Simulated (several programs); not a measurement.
**Many methods on one cell: SnO (P4/nmm)**

SnO (started from an entry of an open crystallographic database), relaxed with r2SCAN+rVV10 in Ansatz, was computed with several methods. The symmetry is P4/nmm (No. 129, tetragonal); conventional cell a = 3.793 Å, c = 4.758 Å, 17.11 Å³ an atom. Sn has 4 O at 2.22 Å; O has 4 Sn at 2.22 Å. (Simulation; spin polarisation is off.)

```yaml
crystal:
  lattice:
    - [3.79265, 0.00000, 0.00000]
    - [0.00000, 3.79265, 0.00000]
    - [0.00000, 0.00000, 4.75821]
  atoms:
    - { symbol: Sn, position: [0.50000, 0.00000, 0.24103] }
    - { symbol: Sn, position: [0.00000, 0.50000, 0.75897] }
    - { symbol: O, position: [0.00000, 0.00000, 0.00000] }
    - { symbol: O, position: [0.50000, 0.50000, 0.00000] }
```

Gaps and times are for a single point on this cell; volume and bulk modulus come from each method's own relaxation or energy curve at fixed shape, which is too stiff where a cell has free coordinates or axes. Times are rough, from shared hosts (Arm Neoverse V2), and each method has its own mesh and cell size. A double dagger marks a value from a curve with shape and coordinates held. A star marks a curve whose lowest point is an end point. PM6 (MOPAC), PM7 (MOPAC), GFN1-xTB (tblite), GFN2-xTB (tblite) treat a cluster of cells at its zone centre, which samples few k points: where these miss a band edge, the gap comes out too large for that reason alone. Gaps from k meshes are read at a limited set of points (mesh, symmetry points, PBE's band edges), so each method's own least gap may be somewhat smaller. xTB and the PM methods were fitted mostly to molecules, and can miss a solid's gap by electronvolts. Minimal bases can be far off for gaps. Times of the plane-wave ladder aren't listed, since it ran on unlike processors and cards. Curves at held shape can't give the bulk modulus of a layered or molecular crystal, so none is listed. d marks a direct gap, i an indirect one (no mark: not told apart), a dash a value that wasn't computed or didn't pass its checks.

| method | kind | gap (eV) | own volume (Å³/atom) | bulk modulus (GPa) | atoms computed | processor time |
| --- | --- | --- | --- | --- | --- | --- |
| PBE-D3(BJ) | semilocal | – | 17.51 | – | 4 | – |
| r2SCAN+rVV10 | semilocal | – | 17.11 | – | 4 | – |
| PBE-D4 | semilocal | – | 17.41 | – | 4 | – |
| light PBE (260 eV and a coarse mesh) | light plane-wave | overlap 0.14 | – | – | 4 | 0.96 s |
| GFN1-xTB (tblite) | tight binding | 3.20 | 15.43*‡ | – | cluster | 2.1 s |
| PM6 (MOPAC) | semi-empirical | 4.32 | – | – | cluster | 2.4 s |
| LDA | semilocal | 0 | – | – | 4 | – |
| PBE | semilocal | overlap 0.08 | – | – | 4 | – |
| PM7 (MOPAC) | semi-empirical | 5.11 | – | – | cluster | 5 s |
| GFN2-xTB (tblite) | tight binding | 2.42 | – | – | cluster | 5.5 s |
| PBE/SZV (CP2K) | small basis | overlap 0.18 | – | – | 4 | 6.8 s |
| PBE/single zeta (GPAW) | small basis | overlap 0.28 | – | – | 4 | 7.3 s |
| r2SCAN | semilocal | 0.02 i | – | – | 4 | – |
| PBE/DZVP (CP2K) | small basis | overlap 0.15 | 18.67*‡ | – | 4 | 16 s |
| PBE+SOC | semilocal | overlap 0.09 | – | – | 4 | – |
| HSE06 | hybrid | 0.24 i | – | – | 4 | – |
| PBE0 | hybrid | 0.86 i | – | – | 4 | – |
| HSE06+SOC | hybrid | 0.23 i | – | – | 4 | – |

Against HSE06 (0.24 eV) and with closed or daggered gaps left aside, the nearest gap at the points sampled is that of HSE06+SOC (-0.01 eV) and the farthest that of PM7 (MOPAC) (+4.87 eV). HSE06 is only a yardstick of convenience, and nearness to it can be luck.

With PBE the bands overlap or touch, or nearly. Semilocal functionals can close a real gap, so this doesn't show a metal; small gaps of other methods may in turn close between the points read or with spin-orbit coupling, and the solid may be a semimetal.

Only the rows marked +SOC include spin-orbit coupling.
